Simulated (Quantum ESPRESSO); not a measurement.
CdTe under changes of volume

One of the cells (32.922 Å³/atom); the others are scaled copies at fixed shape and fractional positions:

```
CELL_PARAMETERS angstrom
0.00000 3.20500 3.20500
3.20500 0.00000 3.20500
3.20500 3.20500 0.00000
ATOMIC_POSITIONS crystal
Te 0.75000 0.75000 0.75000
Cd 0.00000 0.00000 0.00000
```

* Program: Quantum ESPRESSO 7.5
* Functional: PBE
* Potentials or basis: SSSP 1.3 efficiency PBE
* Cutoff: 816 eV
* Density cutoff: 6531 eV
* k mesh: 7 × 7 × 7
* Occupations: fermi-dirac, width 0.05 eV
* Spin: no spin polarisation

| volume (Å³/atom) | energy over the lowest point (meV/atom) | pressure (GPa) | gap on the mesh (eV) |
| --- | --- | --- | --- |
| 30.947 | 113.92 | 8.3 | 1.06 |
| 31.605 | 82.49 | 6.9 | 0.99 |
| 32.263 | 56.74 | 5.6 | 0.93 |
| 32.922 | ? | ? | ? |
| 33.580 | 20.09 | 3.3 | 0.81 |
| 34.239 | 8.19 | 2.4 | 0.75 |
| 34.897 | 0.00 | 1.5 | 0.69 |

Q: What does the run at 32.922 Å³/atom give?

A: Energy over the lowest point 36.12 meV/atom; pressure 4.4 GPa; gap on the mesh 0.87 eV.

Worked out: A Birch-Murnaghan fit of order 3 (a polynomial in V^(-2/3)) to the other rows has no minimum within the range. It gives 36.11 meV/atom at 32.922 Å³/atom, against the run's 36.12, and -dE/dV = 4.4 GPa, against 4.4. A straight line through the other rows of the gap, of slope -3.05 eV per unit of ln V (its deformation potential), gives 0.87 eV, against the run's 0.87.

Energies are extrapolated to zero smearing.

Caveats: spin-orbit coupling is left out, which moves the levels of the heavy elements.
